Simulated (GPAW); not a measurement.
A run of GPAW 26.7.0 is set up as follows.

Contents of run.py:

```python
from ase.dft.bandgap import bandgap
from ase.io import read, write
from ase.units import GPa
from gpaw import GPAW, PW

atoms = read('BN.xyz')

calc = GPAW(mode=PW(800),
            xc='PBE',
            kpts={'size': (12, 12, 12), 'gamma': True},
            occupations={'name': 'fermi-dirac', 'width': 0.05},
            nbands=11,
            convergence={'density': 1e-05, 'energy': 1e-05},
            maxiter=150,
            txt='gpaw.txt')
atoms.calc = calc
energy = atoms.get_potential_energy()
forces = atoms.get_forces()
stress = atoms.get_stress()
calc.write('gs.gpw')
write('result.traj', atoms)
print(f'Energy: {energy:.6f} eV')
print('Forces (eV/A):')
print(forces.round(4))
print('Stress (GPa):', (stress / GPa).round(3))
print('Fermi level:', round(calc.get_fermi_level(), 4), 'eV')
print(f'Gap: {bandgap(calc)[0]:.4f} eV, direct: {bandgap(calc, direct=True)[0]:.4f} eV')
```

BN.xyz

```xyz
2
Lattice="1.2511217832 0.7223354983 3.3729344033 -1.2511217832 0.7223354983 3.3729344033 0.0000000000 -1.4446709966 3.3729344033" Properties=species:S:1:pos:R:3 pbc="T T T"
N      0.0391363405      0.0428857809      6.7376995595
B     -0.0333536556     -0.0239923736      0.0513562992
```

Potentials or basis: GPAW PAW data sets (gpaw-data 1.2.1), pw.

The run is started by

```console
$ OMP_NUM_THREADS=1 python run.py
```

Problem. What does it give for the pressure?

Solution. 6.0 GPa.

Problem. What does it give for the largest force?

Solution. 3.716 eV/Å.

Stress tensor (GPa, compression positive):
```
 0.80 -6.91  1.31
-6.91 15.98  1.49
 1.31  1.49  1.15
```

Caveat: the program warned that so skewed a cell can give wrong results.
